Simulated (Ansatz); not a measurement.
Stiffness of compounds in space group F-43m

All numbers below come from Ansatz 0.2.0, DFT, LDA, all-electron LAPW, scalar-relativistic.

All compounds have space group F-43m with 2 atoms in the primitive cell. V0, B0 and B0′ come from third-order Birch–Murnaghan fits to pressures at five volumes, with shape and internal coordinates held; prototypes and MP cells needn't be known phases. No run is spin-polarised.

No spin–orbit coupling, which matters for the heavy atoms here.

InSb: In 4a (0.000 0.000 0.000), Sb 4c (0.250 0.250 0.250); COD 9008853, reported; 10×10×10 mesh, smearing 0.03 eV; no spin
BeSe: Be 4a (0.000 0.000 0.000), Se 4c (0.250 0.250 0.250); COD 9008837, reported, may be off; 10×10×10 mesh, smearing 0.02 eV; no spin
ZnSe: Zn 4a (0.000 0.000 0.000), Se 4c (0.250 0.250 0.250); COD 9008857, reported; 8×8×8 mesh, smearing 0.03 eV; no spin

| compound | V0 (Å³/atom) | B0 (GPa) | B0′ |
| --- | --- | --- | --- |
| InSb | 33.55 | ? | 4.9 |
| BeSe | 16.40 | 84 | 3.9 |
| ZnSe | ? | ? | 4.6 |

**Question.** Give the missing entry: row "ZnSe", column "B0 (GPa)".

**Answer.** 72.

**Question.** What belongs in the row "ZnSe", column "V0 (Å³/atom)"?

**Answer.** 21.58.

**Question.** Give the missing entry: row "InSb", column "B0 (GPa)".

**Answer.** 47.
